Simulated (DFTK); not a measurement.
## Sn: single point with PBE

The system is Sn.

```
Sn
1.0
    -2.94014    2.94014    1.59930
     2.94014   -2.94014    1.59930
     2.94014    2.94014   -1.59930
Sn
2
Direct
  0.00000 0.00000 0.00000
  0.75000 0.25000 0.50000
```

| Property | Result |
| --- | --- |
| Program | DFTK 0.8.2 |
| Task | single point |
| Functional | PBE |
| Potentials or basis | dojo.nc.sr.pbe.v0_4_1.standard.upf (PBE) |
| Cutoff | 980 eV |
| k mesh | 9 × 9 × 9 |
| Occupations | gaussian, width 0.1 eV |
| Spin | no spin polarisation |

| Quantity | Value |
| --- | --- |
| Pressure | 1.5 GPa |
| Band gap on the k mesh | none (metal or under the smearing width) |

Stress tensor (GPa, compression positive):
```
1.59 0.00 0.00
0.00 1.59 0.00
0.00 0.00 1.19
```

Levels at points of the mesh, in eV from the Fermi level:
| k point | band 10 | band 11 | band 12 | band 13 | band 14 | band 15 | band 16 | band 17 | band 18 | band 19 |
| --- | --- | --- | --- | --- | --- | --- | --- | --- | --- | --- |
| (0.00, 0.00, 0.00) | -21.21 | -11.01 | -3.72 | -1.94 | -1.94 | 2.98 | 6.14 | 6.14 | 6.73 | 6.83 |

Wall time 7.9 min on 1 thread of Intel(R) Xeon(R) Platinum 8375C CPU @ 2.90GHz (Ice Lake) (shared host), peak memory 2.4 GiB.
